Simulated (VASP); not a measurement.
VASP 6.6.1 run: Ge

INCAR

```
LCHARG = .FALSE.
ISMEAR = -1
ENCUT = 520
LASPH = .TRUE.
LWAVE = .FALSE.
NELM = 79
EDIFF = 1E-8
SIGMA = 0.02
NSW = 0
PREC = Accurate
ISIF = 2
IBRION = -1
LREAL = .FALSE.
NBANDS = 21
GGA = PE
```

KPOINTS

```
KPOINTS created by Atomic Simulation Environment
0
Gamma
8 8 8
0 0 0
```

POSCAR

```
Ge
 1.0000000000000000
     0.0000000000000000    2.7943204094000000    2.7943204094000000
     2.7943204094000000    0.0000000000000000    2.7943204094000000
     2.7943204094000000    2.7943204094000000    0.0000000000000000
 Ge
   2
Cartesian
  0.0000000000000000  0.0000000000000000  0.0000000000000000
  1.3971602047000000  1.3971602047000000  1.3971602047000000
```

The recommended PBE PAW datasets give the neutral cell 28 valence electrons.

Command

```
mpirun -np 1 vasp_std
```

Q: How does this run end, and what does it give?

A: It converged. Results: gap between bands v and c on the k mesh 0.30 eV; least direct gap on the k mesh 0.38 eV; pressure 6.6 GPa. Band v is the last that the valence electrons fill when counted band by band, and c is the next.

OSZICAR

```
N       E                     dE             d eps       ncg     rms          rms(c)
DAV:   1     0.188252224704E+03    0.18825E+03   -0.14413E+04  1354   0.366E+03
DAV:   2     0.179357821855E+02   -0.17032E+03   -0.16447E+03  1228   0.624E+02
DAV:   3    -0.819113020479E+01   -0.26127E+02   -0.25836E+02  1378   0.142E+02
DAV:   4    -0.903394014628E+01   -0.84281E+00   -0.84223E+00  1413   0.297E+01
DAV:   5    -0.904771624954E+01   -0.13776E-01   -0.13776E-01  1358   0.418E+00    0.337E+00
DAV:   6    -0.898033268558E+01    0.67384E-01   -0.23349E-02  1406   0.139E+00    0.200E+00
DAV:   7    -0.894551970401E+01    0.34813E-01   -0.53491E-02  1385   0.198E+00    0.151E-01
DAV:   8    -0.894729220166E+01   -0.17725E-02   -0.59753E-03  1353   0.881E-01    0.442E-02
DAV:   9    -0.894742922232E+01   -0.13702E-03   -0.20400E-04  1397   0.186E-01    0.154E-02
DAV:  10    -0.894744095693E+01   -0.11735E-04   -0.28691E-05  1406   0.669E-02    0.650E-03
DAV:  11    -0.894744241233E+01   -0.14554E-05   -0.49300E-06  1400   0.340E-02    0.163E-03
DAV:  12    -0.894744252428E+01   -0.11195E-06   -0.17195E-07  1366   0.453E-03    0.545E-04
DAV:  13    -0.894744251329E+01    0.10984E-07   -0.19106E-08  1117   0.227E-03    0.182E-04
DAV:  14    -0.894744248944E+01    0.23860E-07   -0.23325E-09   809   0.489E-04    0.192E-05
DAV:  15    -0.894744249067E+01   -0.12305E-08   -0.34197E-10   679   0.232E-04
   1 F= -.89474425E+01 E0= -.89474412E+01  d E =-.256457E-05
```

Standard output (part)

```
POSCAR found type information on POSCAR Ge
 POSCAR found :  1 types and       2 ions
 LDA part: xc-table for (Slater+PW92), standard interpolation
 POSCAR, INCAR and KPOINTS ok, starting setup
 WAVECAR not read
 entering main loop
```

For comparison, a separate PBE run of the intended cell, on usual settings and not on those above, gives a gap of 0.30 eV on its mesh and a pressure of 6.6 GPa.
